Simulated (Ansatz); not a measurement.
# Random displacements in Ge

Level of theory: Ansatz 0.2.0, DFT PBEsol, scalar-relativistic, plane waves, PAW. The runs took a 420 eV cutoff, a Γ-centred 8×8×8 mesh and Gaussian smearing (0.15 eV). No spin polarisation. Energies are free energies at this smearing, counted from the undisturbed cell; pressure is positive in compression.

The undisturbed cell (relaxed at this level; this form isn't the usual structure):

```
CELL_PARAMETERS angstrom
-3.46966 3.46966 3.46966
3.46966 -3.46966 3.46966
3.46966 3.46966 -3.46966
ATOMIC_POSITIONS crystal
Ge 0.50000 0.00000 0.79584
Ge 0.79584 0.50000 0.00000
Ge 0.00000 0.79584 0.50000
Ge 0.70416 0.70416 0.70416
Ge 0.50000 0.00000 0.20416
Ge 0.20416 0.50000 0.00000
Ge 0.00000 0.20416 0.50000
Ge 0.29584 0.29584 0.29584
```

The atoms are displaced (Å, in the unstrained cell):

| atom | ux | uy | uz |
| --- | --- | --- | --- |
| Ge1 | 0.540 | -0.175 | 0.127 |
| Ge2 | -0.314 | -0.544 | -0.056 |
| Ge3 | -0.198 | 0.087 | -0.150 |
| Ge4 | 0.104 | 0.060 | -0.311 |
| Ge5 | -0.051 | -0.446 | 0.033 |
| Ge6 | -0.117 | 0.363 | 0.140 |
| Ge7 | 0.170 | 0.016 | 0.190 |
| Ge8 | -0.134 | 0.638 | 0.027 |

Strain (Voigt, engineering shear): (-0.0048, 0.0161, -0.0321, 0.0446, -0.0225, 0.0235).

**Question.** What are the energy change, the stress and the forces?

**Answer.** ΔE = 1346.7 meV/atom; stress (xx, yy, zz, yz, xz, xy; compression positive) (22.63, 21.08, 35.45, -20.03, 7.97, 0.68) GPa.
| atom | Fx (eV/Å) | Fy | Fz |
| --- | --- | --- | --- |
| Ge1 | -6.82 | -1.43 | -6.50 |
| Ge2 | 0.81 | 11.03 | 2.24 |
| Ge3 | 0.10 | -0.11 | 0.05 |
| Ge4 | 6.12 | -10.00 | 11.55 |
| Ge5 | -5.20 | 5.84 | -4.19 |
| Ge6 | 0.07 | -0.32 | -0.59 |
| Ge7 | -0.44 | -0.63 | -0.37 |
| Ge8 | 5.37 | -4.37 | -2.18 |

Cost: 1 run of about 1.1 core-minutes, on AMD EPYC 9R45 (Zen 5) (shared hosts).